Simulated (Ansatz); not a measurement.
# Zn32S31: the cost of one run

Method: density functional theory in Ansatz 0.2.0, PAW datasets, plane waves.

## Step 1: Starting point

63 atoms (32 Zn, 31 S); a = 10.713 Å, b = 10.713 Å, c = 10.713 Å, α = 90.00°, β = 90.00°, γ = 90.00°. All atoms were shaken off their sites by about 0.02 Å along each axis. Defect site 1: (0.625, 0.625, 0.625).

Steps to follow: (2) PBEsol relaxation at the single k point (¼, ¼, ¼), on 8 threads of AMD EPYC 7B13; (3) HSE06 single point at the single k point (¼, ¼, ¼), on 8 threads of AMD EPYC 7B13.

## Step 2: PBEsol relaxation in the fixed cell

Contents of in.yaml:

```yaml
crystal:
  lattice:
    - [10.712536, 0.000000, 0.000000]
    - [0.000000, 10.712536, 0.000000]
    - [0.000000, 0.000000, 10.712536]
  atoms:
    - { symbol: Zn, position: [0.999789, 0.997553, 0.000300] }
    - { symbol: Zn, position: [0.997189, 0.000009, 0.501531] }
    - { symbol: Zn, position: [0.999439, 0.498934, 0.001250] }
    - { symbol: Zn, position: [0.000050, 0.499749, 0.499699] }
    - { symbol: Zn, position: [0.501927, 0.998756, 0.001198] }
    - { symbol: Zn, position: [0.497874, 0.001928, 0.501536] }
    - { symbol: Zn, position: [0.501710, 0.501993, 0.000421] }
    - { symbol: Zn, position: [0.499493, 0.500509, 0.498841] }
    - { symbol: Zn, position: [0.251109, 0.255098, 0.999013] }
    - { symbol: Zn, position: [0.249083, 0.251416, 0.502998] }
    - { symbol: Zn, position: [0.248452, 0.753804, 0.000289] }
    - { symbol: Zn, position: [0.248212, 0.749156, 0.500395] }
    - { symbol: Zn, position: [0.748095, 0.249258, 0.001552] }
    - { symbol: Zn, position: [0.748917, 0.253589, 0.500829] }
    - { symbol: Zn, position: [0.748740, 0.754013, 0.998370] }
    - { symbol: Zn, position: [0.749558, 0.750499, 0.501049] }
    - { symbol: Zn, position: [0.250441, 0.998959, 0.248995] }
    - { symbol: Zn, position: [0.250306, 0.001560, 0.747467] }
    - { symbol: Zn, position: [0.252529, 0.501597, 0.247916] }
    - { symbol: Zn, position: [0.249978, 0.499017, 0.750268] }
    - { symbol: Zn, position: [0.750641, 0.998314, 0.251241] }
    - { symbol: Zn, position: [0.749433, 0.998253, 0.751927] }
    - { symbol: Zn, position: [0.749690, 0.497921, 0.249783] }
    - { symbol: Zn, position: [0.749515, 0.499749, 0.747127] }
    - { symbol: Zn, position: [0.001006, 0.249467, 0.247792] }
    - { symbol: Zn, position: [0.001179, 0.250158, 0.746053] }
    - { symbol: Zn, position: [0.000377, 0.748319, 0.249065] }
    - { symbol: Zn, position: [0.002272, 0.749895, 0.747675] }
    - { symbol: Zn, position: [0.500007, 0.248740, 0.251347] }
    - { symbol: Zn, position: [0.500990, 0.249174, 0.748159] }
    - { symbol: Zn, position: [0.495043, 0.750290, 0.248204] }
    - { symbol: Zn, position: [0.499610, 0.752422, 0.750093] }
    - { symbol: S, position: [0.123930, 0.125221, 0.125865] }
    - { symbol: S, position: [0.126045, 0.126029, 0.627067] }
    - { symbol: S, position: [0.122184, 0.624924, 0.126342] }
    - { symbol: S, position: [0.125950, 0.623755, 0.626448] }
    - { symbol: S, position: [0.626609, 0.126851, 0.129280] }
    - { symbol: S, position: [0.627503, 0.123458, 0.625177] }
    - { symbol: S, position: [0.624993, 0.623105, 0.124798] }
    - { symbol: S, position: [0.377402, 0.371471, 0.128231] }
    - { symbol: S, position: [0.374127, 0.374443, 0.626953] }
    - { symbol: S, position: [0.373778, 0.873519, 0.123607] }
    - { symbol: S, position: [0.375116, 0.873904, 0.623348] }
    - { symbol: S, position: [0.875642, 0.374436, 0.126722] }
    - { symbol: S, position: [0.874119, 0.371476, 0.625385] }
    - { symbol: S, position: [0.875406, 0.874067, 0.122309] }
    - { symbol: S, position: [0.874451, 0.875070, 0.624694] }
    - { symbol: S, position: [0.374234, 0.126611, 0.376865] }
    - { symbol: S, position: [0.378662, 0.125469, 0.875356] }
    - { symbol: S, position: [0.374520, 0.626170, 0.376549] }
    - { symbol: S, position: [0.374410, 0.624607, 0.873875] }
    - { symbol: S, position: [0.876203, 0.126592, 0.376210] }
    - { symbol: S, position: [0.871980, 0.126639, 0.874020] }
    - { symbol: S, position: [0.872248, 0.622798, 0.377283] }
    - { symbol: S, position: [0.875541, 0.623711, 0.873079] }
    - { symbol: S, position: [0.127466, 0.373584, 0.375045] }
    - { symbol: S, position: [0.125830, 0.373054, 0.877890] }
    - { symbol: S, position: [0.125991, 0.874711, 0.374918] }
    - { symbol: S, position: [0.121563, 0.875408, 0.876671] }
    - { symbol: S, position: [0.623777, 0.374423, 0.374773] }
    - { symbol: S, position: [0.625627, 0.371953, 0.875869] }
    - { symbol: S, position: [0.625119, 0.876534, 0.376225] }
    - { symbol: S, position: [0.626713, 0.874762, 0.876540] }
  symmetry: { detect: false }
kpoints:
  mp_grid: { grid: [1, 1, 1], shift: [0.25, 0.25, 0.25] }
hamiltonian:
  xc: pbesol
scf:
  occupations: { method: fermi_dirac, width: 0.01 }
relax:
  f_tol: 0.03
  max_steps: 80
  escape_saddle: false
  adjacent_minimum: "off"
output:
  forces: true
  eigenvalues: true
  populations: true
```

The run is started by

```sh
$ ansatz run in.yaml --threads 8 --pin off --max-ram 17100MiB --runs-dir r --events-out ev --progress --plain
```

**Question.** How long does this run take on 8 threads of AMD EPYC 7B13, shared host, and how much memory does it need?

About 65 s, with a peak of 2.4 GiB.
